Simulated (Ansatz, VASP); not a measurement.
## Two plane-wave programs on Fe

File INCAR:

```
SYSTEM = Fe
AGGAC = 1.0
AGGAX = 1.0
ALDAC = 0.0
ALDAX = 1.0
ALGO = Normal
EDIFF = 1E-6
ENCUT = 520
GGA = B5
ISIF = 2
ISMEAR = -1
LASPH = .TRUE.
LCHARG = .FALSE.
LREAL = .FALSE.
LWAVE = .FALSE.
NBANDS = 10
NELM = 60
PREC = Accurate
SIGMA = 0.1
```

The input KPOINTS:

```
k-points
0
G
  15 15 15
  0 0 0
```

POSCAR

```
Fe
1.0
    2.2707438387      0.0000000000      0.0000000000
    0.0000000000      2.2707438387      0.0000000000
    0.0000000000      0.0000000000      2.2707438387
Fe
1
Direct
    0.0000000000      0.0000000000      0.0000000000
```

Input for Ansatz:

```yaml
crystal:
  lattice:
    - [2.2707438387, 0.0, 0.0]
    - [0.0, 2.2707438387, 0.0]
    - [0.0, 0.0, 2.2707438387]
  atoms:
    - { symbol: Fe, position: [0.0, 0.0, 0.0] }
hamiltonian:
  xc: blyp
  pseudopotentials:
    kind: paw
    azcp:
      Fe: "pseudopotentials/Fe.paw.azcp"
basis:
  ecutwfc: 420
  fft_grid_basis: typed
kpoints:
  mp_grid: { grid: [15, 15, 15], shift: [0, 0, 0] }
magnetization:
  spin_polarized: false
scf:
  occupations: { method: fermi_dirac, width: 0.1 }
  lower_state_search: "off"
output:
  stress: true
  write_density: true
  write_potential: true
  elf: true
  volumetric_format: npy
```

Alike in both runs: task single point; functional BLYP; k mesh 15 × 15 × 15; occupations fermi-dirac, width 0.1 eV; no spin polarisation.

```csv
,VASP,Ansatz
version,VASP 6.6.1,Ansatz 0.2.0
potentials or method,"VASP PAW PBE potentials, release 64 (Fe)","plane waves (420 eV) with PAW, scalar-relativistic"
plane-wave cutoff (eV),520,420
valence electrons in the cell,8,16
```

VASP gave:

- pressure (GPa): 7.7

Problem. Which values does Ansatz return?

Solution. Pressure (GPa): 8.0.

The two sets of potentials don't hold the same shells in valence.

Caveats: the PAW data sets were made with another functional, which shifts forces and pressure a little (VASP); the run has no spin polarisation, though such a crystal can be magnetic. Spin polarisation is off, so any magnetic state and its effect on volume and gap are missing.
